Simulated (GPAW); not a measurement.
Runs of GPAW 26.7.0 on WC. The structure is cubic, space group Fm-3m (No. 225). The conventional cell has a = 4.385 Å, b = 4.385 Å, c = 4.385 Å, α = 90.00°, β = 90.00°, γ = 90.00°. Around W (site symmetry m-3m) lie 6 C at 2.19 Å. C (site symmetry m-3m) is surrounded by 6 W at 2.19 Å. Measurements of this composition are mostly on another form, of space group No. 187.

| task | level | potentials or basis | spin | cell | k mesh | band path | band points | spin axis theta (degrees) | spin axis phi (degrees) | soc after scf | pressure (GPa) | V0 of scaled cells (Å³/atom) | B0 (GPa) |
| --- | --- | --- | --- | --- | --- | --- | --- | --- | --- | --- | --- | --- | --- |
| equation of state | PBEsol | PAW data sets generated in the run's folder for this functional, pw | off | as given | 10 × 10 × 10 | - | - | - | - | - | - | (b) | 391 |
| equation of state | LDA | the program's PAW data sets (release 1.2.1) made for this functional, pw | off | as given | 10 × 10 × 10 | - | - | - | - | - | - | (a) | 407 |
| band structure | PBEsol | PAW data sets generated in the run's folder for this functional, pw | SOC, no magnetisation | as given | 7 × 7 × 7 | GXWKGLUWLK,UX | 100 | 0 | 0 | second variation | -10.9 | - | - |
| relaxation of cell and atoms | PBEsol | PAW data sets generated in the run's folder for this functional, pw | off | relaxed | 7 × 7 × 7 | - | - | - | - | - | 0.2 | - | - |

Alike in all rows: cutoff (eV) 800; smearing fermi-dirac 0.05 eV.

Q: Estimate the missing entries.

A: (a) 10.05; (b) 10.24.

Caveats: spin-orbit coupling was added after a scalar SCF, so levels and gaps hold it while energy, forces, pressure and moments don't (some runs); later steps reuse the first step's grids (some runs).

Not every run made on this cell is shown here.
